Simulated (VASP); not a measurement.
HCl, 16 atoms in the cell. The cell holds a amorphous, 16 atoms: a = 7.656 Å, b = 7.656 Å, c = 7.656 Å, α = 90.00°, β = 90.00°, γ = 90.00°. The cell was built by a generator and needn't be a form met in nature.

| Item | Value |
| --- | --- |
| Program | VASP 6.6.1 |
| Task | single point |
| Functional | LDA |
| Potentials or basis | VASP PAW LDA potentials, release 64 (Cl, H) |
| Cutoff | 520 eV |
| k mesh | 1 × 1 × 1 |
| Occupations | fermi-dirac, width 0.02 eV |
| Spin | no spin polarisation |
| Dipole correction | no |
| Further INCAR settings | LREAL = Auto; ALGO = Normal; EDIFF = 1e-07; NBANDS = 46 |

Potentials or basis: VASP PAW LDA potentials, release 64 (Cl, H).

Run with:

```sh
$ cat potpaw_LDA.64/Cl/POTCAR potpaw_LDA.64/H/POTCAR > POTCAR
$ mpirun -np 1 vasp_gam > vasp.out
```

Hardware: 1 thread of Intel(R) Xeon(R) Platinum 8259CL CPU @ 2.50GHz (Skylake/Cascade Lake) (shared host).

Q: How long does it take, and how much memory?

A: Run time: 36 s on 1 thread of Intel(R) Xeon(R) Platinum 8259CL CPU @ 2.50GHz (Skylake/Cascade Lake), with other jobs on the host, peak memory 0.34 GiB. Counts: scf iterations 19, k points 1.
